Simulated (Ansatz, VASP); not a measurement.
# Rh in VASP and in Ansatz

The input INCAR:

```
SYSTEM = Rh
PREC = Accurate ; ENCUT = 520
EDIFF = 1E-7 ; ISMEAR = 0
SIGMA = 0.15 ; LREAL = .False.
LASPH = .True. ; NELM = 60
ALGO = Normal ; ISIF = 2
LWAVE = .False. ; LCHARG = .False.
GGA = PS ; NBANDS = 14
```

The input KPOINTS:

```
regular mesh
0
Gamma
  22 22 22
  0 0 0
```

File POSCAR:

```
Rh
1.0
    0.0000000000      1.9300732500      1.9300732500
    1.9300732500      0.0000000000      1.9300732500
    1.9300732500      1.9300732500      0.0000000000
Rh
1
Direct
    0.0000000000      0.0000000000      0.0000000000
```

Input for Ansatz:

```yaml
crystal:
  lattice:
    - [0.0, 1.93007325, 1.93007325]
    - [1.93007325, 0.0, 1.93007325]
    - [1.93007325, 1.93007325, 0.0]
  atoms:
    - { symbol: Rh, position: [0.0, 0.0, 0.0] }
basis:
  ecutwfc: 420
kpoints:
  mp_grid: { grid: [22, 22, 22] }
hamiltonian:
  xc: pbesol
scf:
  occupations: { method: gaussian, width: 0.15 }
output:
  forces: true
  stress: true
  eigenvalues: true
```

Change from the starting cell: strain +0.015 along x and y, +0.015 along z, atoms carried along.

Alike in both runs: task single point; functional PBEsol; k mesh 22 × 22 × 22; occupations gaussian, width 0.15 eV; no spin polarisation.

|  | VASP | Ansatz |
| --- | --- | --- |
| version | VASP 6.6.1 | Ansatz 0.2.0 |
| potentials or method | VASP PAW PBE potentials, release 64 (Rh_pv) | scalar-relativistic, plane waves, PAW |
| plane-wave cutoff (eV) | 520 | 420 |
| valence electrons in the cell | 15 | 17 |

|  | VASP | Ansatz | Ansatz less VASP |
| --- | --- | --- | --- |
| gap on the k mesh at the Fermi level (eV) | none | none | - |
| pressure (GPa) | -15.8 | -15.7 | +0.07 |

A gap of «none» marks a metal or a gap that the smearing closes. With one functional, cell and mesh, what is left measures potentials, basis and numerics. The two sets of potentials don't hold the same shells in valence.

Caveats: so large a pressure means that the cell lies far from this level's equilibrium, or that cutoff or potentials fall short (VASP); the potentials were made for another functional, which shifts forces and pressure (VASP).
